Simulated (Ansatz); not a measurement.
Band structure of Ni

```xyz
2
Lattice="2.4852 0.0000 0.0000 -1.2426 2.1523 0.0000 0.0000 0.0000 4.0852" Properties=species:S:1:pos:R:3 pbc="T T T"
Ni    0.0000    1.4349    1.0213
Ni    1.2426    0.7174    3.0639
```

Atom numbers follow the list: Ni1, Ni2.

The conventional cell has a = 2.485 Å, b = 2.485 Å, c = 4.085 Å, α = 90.00°, β = 90.00°, γ = 120.00°. Around Ni (atom 1) lie 12 Ni at 2.49 to 2.50 Å.

The cell was built from the hcp type and relaxed in the same program, and has space group P6_3/mmc; it needn't be a known or the stable phase.

Other magnetic orders may lie lower; this is the state that the run reached.

Computed with DFT, PBE, all-electron LAPW, scalar-relativistic in Ansatz 0.2.0.

Sampling and basis: a Γ-centred 15×15×8 k mesh, Fermi–Dirac smearing of 0.05 eV, basis error target 1 meV/atom, spin-polarised from start moments Ni1 1.5, Ni2 1.5 μB, ending with a cell moment of 1.31 μB.

Points in fractions of the reciprocal vectors of this cell: Γ (0, 0, 0), M (0.5, 0, 0), K (0.333, 0.333, 0), A (0, 0, 0.5), L (0.5, 0, 0.5), H (0.333, 0.333, 0.5). The path joins them by straight lines in the order Γ–M–K–Γ–A–L–H–A–L; legs that retrace an earlier one aren't tabulated. Energies are in eV from the Fermi level.

**Question.** Metal or insulator at this level of theory?

**Answer.** No gap opens: metallic or semimetallic.

**Question.** Tabulate bands 14 to 21 of the spin-down channel, counted from the lowest band of the run, along the path.

**Answer.** 
```json
{"k (1/Å)": "0.00", "point": "Γ", "band 14": "-1.39", "band 15": "-1.39", "band 16": "-0.98", "band 17": "-0.98", "band 18": "-0.55", "band 19": "-0.01", "band 20": "-0.01", "band 21": "5.88"}
{"k (1/Å)": "0.36", "point": "", "band 14": "-1.43", "band 15": "-1.40", "band 16": "-1.18", "band 17": "-1.13", "band 18": "-1.08", "band 19": "0.05", "band 20": "1.74", "band 21": "5.97"}
{"k (1/Å)": "0.73", "point": "", "band 14": "-1.42", "band 15": "-1.36", "band 16": "-0.87", "band 17": "-0.81", "band 18": "-0.63", "band 19": "0.13", "band 20": "4.19", "band 21": "6.32"}
{"k (1/Å)": "1.09", "point": "", "band 14": "-1.64", "band 15": "-1.56", "band 16": "-0.13", "band 17": "-0.02", "band 18": "0.13", "band 19": "0.17", "band 20": "6.00", "band 21": "7.03"}
{"k (1/Å)": "1.46", "point": "M", "band 14": "-1.75", "band 15": "-1.39", "band 16": "0.16", "band 17": "0.18", "band 18": "0.28", "band 19": "1.59", "band 20": "3.34", "band 21": "9.28"}
{"k (1/Å)": "1.67", "point": "", "band 14": "-1.77", "band 15": "-1.37", "band 16": "0.14", "band 17": "0.16", "band 18": "0.18", "band 19": "1.83", "band 20": "3.50", "band 21": "9.52"}
{"k (1/Å)": "1.88", "point": "", "band 14": "-1.83", "band 15": "-1.31", "band 16": "-0.04", "band 17": "0.05", "band 18": "0.12", "band 19": "2.50", "band 20": "3.90", "band 21": "10.21"}
{"k (1/Å)": "2.09", "point": "", "band 14": "-1.92", "band 15": "-1.21", "band 16": "-0.18", "band 17": "-0.02", "band 18": "0.03", "band 19": "3.49", "band 20": "4.46", "band 21": "7.46"}
{"k (1/Å)": "2.30", "point": "K", "band 14": "-2.01", "band 15": "-1.15", "band 16": "-0.11", "band 17": "-0.11", "band 18": "-0.05", "band 19": "4.53", "band 20": "5.20", "band 21": "5.20"}
{"k (1/Å)": "2.72", "point": "", "band 14": "-1.65", "band 15": "-1.40", "band 16": "-0.52", "band 17": "0.01", "band 18": "0.15", "band 19": "1.47", "band 20": "7.32", "band 21": "8.17"}
{"k (1/Å)": "3.15", "point": "", "band 14": "-1.73", "band 15": "-1.25", "band 16": "-1.00", "band 17": "-0.48", "band 18": "-0.17", "band 19": "0.08", "band 20": "5.08", "band 21": "6.62"}
{"k (1/Å)": "3.57", "point": "", "band 14": "-1.41", "band 15": "-1.34", "band 16": "-1.26", "band 17": "-1.08", "band 18": "-1.03", "band 19": "0.05", "band 20": "2.09", "band 21": "6.00"}
{"k (1/Å)": "3.99", "point": "Γ", "band 14": "-1.39", "band 15": "-1.39", "band 16": "-0.98", "band 17": "-0.98", "band 18": "-0.55", "band 19": "-0.01", "band 20": "-0.01", "band 21": "5.88"}
{"k (1/Å)": "4.18", "point": "", "band 14": "-1.43", "band 15": "-1.43", "band 16": "-1.00", "band 17": "-0.90", "band 18": "-0.90", "band 19": "-0.01", "band 20": "-0.01", "band 21": "6.74"}
{"k (1/Å)": "4.37", "point": "", "band 14": "-1.73", "band 15": "-1.52", "band 16": "-1.52", "band 17": "-0.71", "band 18": "-0.71", "band 19": "-0.05", "band 20": "-0.05", "band 21": "8.75"}
{"k (1/Å)": "4.56", "point": "", "band 14": "-1.76", "band 15": "-1.63", "band 16": "-1.63", "band 17": "-0.50", "band 18": "-0.50", "band 19": "-0.14", "band 20": "-0.14", "band 21": "11.33"}
{"k (1/Å)": "4.76", "point": "A", "band 14": "-1.72", "band 15": "-1.72", "band 16": "-1.72", "band 17": "-0.30", "band 18": "-0.30", "band 19": "-0.30", "band 20": "-0.30", "band 21": "14.21"}
{"k (1/Å)": "5.12", "point": "", "band 14": "-1.79", "band 15": "-1.52", "band 16": "-1.52", "band 17": "-0.32", "band 18": "-0.32", "band 19": "-0.16", "band 20": "-0.16", "band 21": "14.60"}
{"k (1/Å)": "5.49", "point": "", "band 14": "-1.85", "band 15": "-1.11", "band 16": "-1.11", "band 17": "-0.29", "band 18": "-0.29", "band 19": "0.18", "band 20": "0.18", "band 21": "14.19"}
{"k (1/Å)": "5.85", "point": "", "band 14": "-1.08", "band 15": "-0.91", "band 16": "-0.91", "band 17": "0.01", "band 18": "0.01", "band 19": "0.72", "band 20": "0.72", "band 21": "9.51"}
{"k (1/Å)": "6.22", "point": "L", "band 14": "-0.90", "band 15": "-0.42", "band 16": "-0.42", "band 17": "0.23", "band 18": "0.23", "band 19": "1.52", "band 20": "1.52", "band 21": "7.00"}
{"k (1/Å)": "6.43", "point": "", "band 14": "-1.20", "band 15": "-0.51", "band 16": "-0.51", "band 17": "0.14", "band 18": "0.14", "band 19": "2.08", "band 20": "2.08", "band 21": "7.06"}
{"k (1/Å)": "6.64", "point": "", "band 14": "-1.77", "band 15": "-0.76", "band 16": "-0.76", "band 17": "0.11", "band 18": "0.11", "band 19": "3.21", "band 20": "3.21", "band 21": "7.22"}
{"k (1/Å)": "6.85", "point": "", "band 14": "-2.21", "band 15": "-0.97", "band 16": "-0.97", "band 17": "0.08", "band 18": "0.08", "band 19": "4.56", "band 20": "4.56", "band 21": "7.41"}
{"k (1/Å)": "7.06", "point": "H", "band 14": "-2.26", "band 15": "-1.04", "band 16": "-1.04", "band 17": "0.06", "band 18": "0.06", "band 19": "5.59", "band 20": "5.59", "band 21": "7.18"}
{"k (1/Å)": "7.48", "point": "", "band 14": "-2.15", "band 15": "-1.08", "band 16": "-1.08", "band 17": "0.18", "band 18": "0.18", "band 19": "2.50", "band 20": "2.50", "band 21": "10.20"}
{"k (1/Å)": "7.90", "point": "", "band 14": "-2.08", "band 15": "-1.05", "band 16": "-1.05", "band 17": "-0.05", "band 18": "-0.05", "band 19": "0.39", "band 20": "0.39", "band 21": "14.50"}
{"k (1/Å)": "8.32", "point": "", "band 14": "-1.82", "band 15": "-1.46", "band 16": "-1.46", "band 17": "-0.32", "band 18": "-0.32", "band 19": "-0.11", "band 20": "-0.11", "band 21": "14.73"}
{"k (1/Å)": "8.74", "point": "A", "band 14": "-1.72", "band 15": "-1.72", "band 16": "-1.72", "band 17": "-0.30", "band 18": "-0.30", "band 19": "-0.30", "band 20": "-0.30", "band 21": "14.21"}
```
